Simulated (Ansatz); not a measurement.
# In under changes of volume

One of the cells (26.686 Å³/atom); the others are scaled copies at fixed shape and fractional positions:

```
In
1.0
    -1.88253    1.88253    1.88253
     1.88253   -1.88253    1.88253
     1.88253    1.88253   -1.88253
In
1
Direct
  0.00000 0.00000 0.00000
```

This isn't the form of In at room conditions, which is tetragonal.

```yaml
Program: Ansatz 0.2.0
Functional: PBE0
Potentials_or_basis: Ansatz PAW
Cutoff: "420 eV (not typed: the program's choice for these potentials)"
k_mesh: 6 × 6 × 6
Occupations: fermi-dirac, width 0.05 eV
Spin: no spin polarisation
```

```tsv
volume (Å³/atom)	energy over the lowest point (meV/atom)	pressure (GPa)
25.085	?	?
25.618	2.51	1.3
26.152	0.00	0.3
26.686	0.56	-0.6
27.220	3.93	-1.4
27.753	9.71	-2.1
28.287	17.64	-2.7
```

Question: What does the run at 25.085 Å³/atom give?

Answer: Energy over the lowest point 8.61 meV/atom; pressure 2.4 GPa.

Worked out: A Birch-Murnaghan fit of order 3 (a polynomial in V^(-2/3)) to the other rows has its minimum at 26.31 Å³/atom with B0 = V·E''(V) = 44 GPa and B' = 5.1. It gives 8.56 meV/atom at 25.085 Å³/atom, against the run's 8.61, and -dE/dV = 2.4 GPa, against 2.4.

Energies are extrapolated to zero smearing.

Caveats: all runs use coarse meshes; the PAW data sets come from PBE, with cores solved anew for the run's functional, which leaves a small shift of forces and pressure; the thresholds are loose for stress.
